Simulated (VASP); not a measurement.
CaO:

```
Ca O
1.0
     3.16830    0.00000    0.00000
    -1.58415    2.74382    0.00000
     0.00000    0.00000    3.05820
Ca O
1 1
Cartesian
  1.5841 0.9146 0.0000
  0.0000 1.8292 1.5291
```

The cell was built by a generator and needn't be a form met in nature.

```yaml
Program: VASP 6.6.1
Task: relaxation of cell and atoms
Functional: PBE
Potentials_or_basis: VASP PAW PBE potentials, release 64 (Ca_sv, O)
Cutoff: 600 eV
k_mesh: 6 × 6 × 6
Occupations: gaussian, width 0.1 eV
Spin: no spin polarisation
```

At the start: pressure 6.5 GPa; volume 13.29 Å³/atom.

Task: How do energy, volume and symmetry change on relaxing?

Result: Over 3 steps the energy falls by 47.6 meV/atom and the volume is 14.19 Å³/atom (+6.7 %); space group P-6m2 (No. 187, to 0.05 Å).

Step by step:
```
step  energy change (eV)  largest force (eV/Å)  pressure (GPa)  volume (Å³)
   1              0.0000                0.0000            6.51        26.59
   2             -0.0929                0.0000           -0.65        28.67
   3             -0.0953                0.0000            0.18        28.37
```

Final structure:
```yaml
crystal:
  lattice:
    - [3.30435, 0.00000, 0.00000]
    - [-1.65217, 2.86165, 0.00000]
    - [0.00000, 0.00000, 3.00060]
  atoms:
    - { symbol: Ca, position: [0.66667, 0.33333, 0.00000] }
    - { symbol: O, position: [0.33333, 0.66667, 0.50000] }
```
